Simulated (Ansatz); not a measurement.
**SnO: rattling a relaxed structure**

It comes from a database structure that was distorted and then relaxed.

Method: DFT PBE, scalar-relativistic, plane waves, PAW (Ansatz). Settings: cutoff 420 eV, Γ-centred mesh 10×10×8 on the computed 4-atom cell, Gaussian smearing of 0.02 eV; no spin polarisation.

The cell below (4 atoms, space group P4/nmm (No. 129)) is relaxed within its symmetry.

```
Sn O
1.0
     3.86839    0.00000    0.00000
     0.00000    3.86839    0.00000
     0.00000    0.00000    5.06813
Sn O
2 2
Direct
  0.50000 0.00000 0.22866
  0.00000 0.50000 0.77134
  0.00000 0.00000 0.00000
  0.50000 0.50000 0.00000
```

For the test a repeat of it with 8 atoms (edges 3.87, 5.07, 7.74 Å) was strained at random (σ = 1.5 % a component), the atoms were moved at random (σ = 0.10 Å), and all was relaxed again on a coarse 4×4×2 mesh (in the run’s order of axes) with 0.10 eV smearing, with no symmetry imposed.

No dispersion correction is applied, so the spacing and binding between layers, chains or molecules are poorly described.

**Question.** What happens?

**Answer.** It returns, within 1 meV/atom of the unmoved cell on that mesh and with the same symmetry when read at 0.1 Å (P2_1/m at 0.01 Å, so small strains and shifts remain). No instability shows in this cell; modes of other wave vectors, which need another repeat, aren't tested.
